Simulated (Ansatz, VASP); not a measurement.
**ZnSe (Stilleite): VASP beside Ansatz**

Contents of INCAR:

```
ALGO = Normal
EDIFF = 1E-7
ENCUT = 520
GGA = PE
ISIF = 2
ISMEAR = 0
LASPH = T
LCHARG = T
LELF = T
LREAL = F
LVHAR = T
LWAVE = F
NBANDS = 16
NELM = 100
PREC = Accurate
SIGMA = 0.01
```

Contents of KPOINTS:

```
k-points
0
Gamma
  6 6 6
```

File POSCAR:

```
ZnSe
1.0
    0.0000000000      2.8074155587      2.8074155587
    2.8074155587      0.0000000000      2.8074155587
    2.8074155587      2.8074155587      0.0000000000
Zn Se
1 1
Direct
    0.0000000000      0.0000000000      0.0000000000
    0.2500000000      0.2500000000      0.2500000000
```

Input for Ansatz:

```yaml
crystal:
  lattice:
    - [0.0, 2.8074155587, 2.8074155587]
    - [2.8074155587, 0.0, 2.8074155587]
    - [2.8074155587, 2.8074155587, 0.0]
  atoms:
    - { symbol: Zn, position: [0.0, 0.0, 0.0] }
    - { symbol: Se, position: [0.25, 0.25, 0.25] }
kpoints:
  mp_grid: { grid: [6, 6, 6] }
hamiltonian:
  xc: pbe
scf:
  occupations: { method: fixed }
  n_extra_bands: 4
output:
  forces: true
  stress: true
  eigenvalues: true
```

Alike in both runs: task single point; functional PBE; k mesh 6 × 6 × 6; no spin polarisation.

|  | VASP | Ansatz |
| --- | --- | --- |
| version | VASP 6.6.1 | Ansatz 0.2.0 |
| potentials or method | VASP PAW PBE potentials, release 64 (Zn, Se) | plane waves, PAW |
| plane-wave cutoff (eV) | 520 | 420 |
| occupations | gaussian, width 0.01 eV | fixed |
| valence electrons in the cell | 18 | 28 |

```tsv
	VASP	Ansatz	Ansatz less VASP
gap on the k mesh at the Fermi level (eV)	1.40	1.40	-0.003
pressure (GPa)	4.4	4.1	-0.27
```

The two sets of potentials don't hold the same shells in valence.

As with any semilocal functional, this PBE gap is likely too small.
